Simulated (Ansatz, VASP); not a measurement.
# Two plane-wave programs on GePt

```
CELL_PARAMETERS angstrom
0.00000 2.81387 2.81387
2.81387 0.00000 2.81387
2.81387 2.81387 0.00000
ATOMIC_POSITIONS crystal
Ge 0.00000 0.00000 0.00000
Pt 0.25000 0.25000 0.25000
```

Change from the starting cell: species swapped into the AgO type (F-43m, No. 216).

Alike in both runs: functional PBE; k mesh 18 × 18 × 18; occupations gaussian, width 0.1 eV; no spin polarisation.

Ansatz relaxed the structure, and its values are those at the end. VASP's run is a single point on that final structure, the one shown.

|  | VASP | Ansatz |
| --- | --- | --- |
| version | VASP 6.6.1 | Ansatz 0.2.0 |
| potentials or method | VASP PAW PBE potentials, release 64 (Ge_d, Pt) | scalar-relativistic, plane waves, PAW |
| plane-wave cutoff (eV) | 520 | 420 |
| valence electrons in the cell | 24 | 32 |

|  | VASP | Ansatz | Ansatz less VASP |
| --- | --- | --- | --- |
| gap on the k mesh at the Fermi level (eV) | none | none | - |
| pressure (GPa) | 0.0 | 0.0 | -0.03 |

A gap of «none» marks a metal or a gap that the smearing closes. With one functional, cell and mesh, what is left measures potentials, basis and numerics. The two sets of potentials don't hold the same shells in valence.

The runs have no spin-orbit coupling, so splittings on Pt are missing.
